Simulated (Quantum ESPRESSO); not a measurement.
ZnS (Wurtzite-4H): band structure with LDA

**What was measured.**

A printed reference work, monograph reports, for a bulk crystal of ZnS at 4 K: band gap 3.911 eV (direct).

The system is ZnS (Wurtzite-4H).

```
CELL_PARAMETERS angstrom
3.82270 0.00000 0.00000
-1.91135 3.31056 0.00000
0.00000 0.00000 12.52000
ATOMIC_POSITIONS crystal
Zn 0.66667 0.33333 0.75000
Zn 0.33333 0.66667 0.25000
Zn 0.00000 0.00000 0.50000
Zn 0.00000 0.00000 0.00000
S 0.66667 0.33333 0.93750
S 0.33333 0.66667 0.43750
S 0.00000 0.00000 0.68750
S 0.00000 0.00000 0.18750
```

| Item | Value |
| --- | --- |
| Program | Quantum ESPRESSO 7.5 |
| Task | band structure |
| Functional | LDA |
| Potentials or basis | GBRV 1.5 LDA |
| Cutoff | 612 eV |
| Density cutoff | 4898 eV |
| k mesh | 8 × 8 × 3 |
| Occupations | fermi-dirac, width 0.05 eV |
| Spin | no spin polarisation |
| Form of the LDA correlation | PZ81 |
| Mixing beta | 0.5 |
| Most SCF iterations | 120 |
| SCF threshold | 1.6e-09 Ry |

```json
{
 "Pressure": "-5.0 GPa",
 "Largest force": "0.039 eV/Å",
 "Band gap on the k mesh": "1.87 eV, direct",
 "Band gap along the path": "1.87 eV, direct"
}
```

Forces on the atoms (eV/Å):
```
Zn   0.000  0.000  0.002
Zn   0.000  0.000  0.002
Zn   0.000  0.000  0.019
Zn   0.000  0.000  0.019
S    0.000  0.000  0.018
S    0.000  0.000  0.018
S    0.000  0.000 -0.039
S    0.000  0.000 -0.039
```

Stress tensor (GPa, compression positive):
```
-4.93  0.00  0.00
 0.00 -4.93  0.00
 0.00  0.00 -5.06
```

Levels at the corners of the path, in eV from the valence-band top:
```csv
point,band 50,band 51,band 52,band 53,band 54,band 55
Γ,-0.04,0.00,0.00,1.87,2.97,3.16
M,-1.59,-1.12,-0.88,3.09,3.14,3.56
K,-1.78,-1.78,-1.34,4.31,4.74,4.74
Γ,-0.04,0.00,0.00,1.87,2.97,3.16
A,-0.15,-0.15,-0.15,2.76,2.76,3.09
L,-1.53,-1.12,-1.12,3.48,3.48,3.82
H,-1.83,-1.63,-1.63,4.18,4.18,5.02
A,-0.15,-0.15,-0.15,2.76,2.76,3.09
L,-1.53,-1.12,-1.12,3.48,3.48,3.82
M,-1.59,-1.12,-0.88,3.09,3.14,3.56
K,-1.78,-1.78,-1.34,4.31,4.74,4.74
H,-1.83,-1.63,-1.63,4.18,4.18,5.02
```

It took 6.2 min on 2 MPI ranks on Arm Neoverse V1 (shared host), peak memory 0.7 GiB a rank.

Against the measured gap of ZnS, 3.911 eV (direct; 4 K; a printed reference work, monograph), the calculated 1.87 eV is off by -2.04 eV. So large a miss can be the level of theory's own, or it may mean another phase, state or a wrong row. The value is that of LDA, without temperature or zero-point motion. Semilocal functionals fall short of measured gaps as a rule.
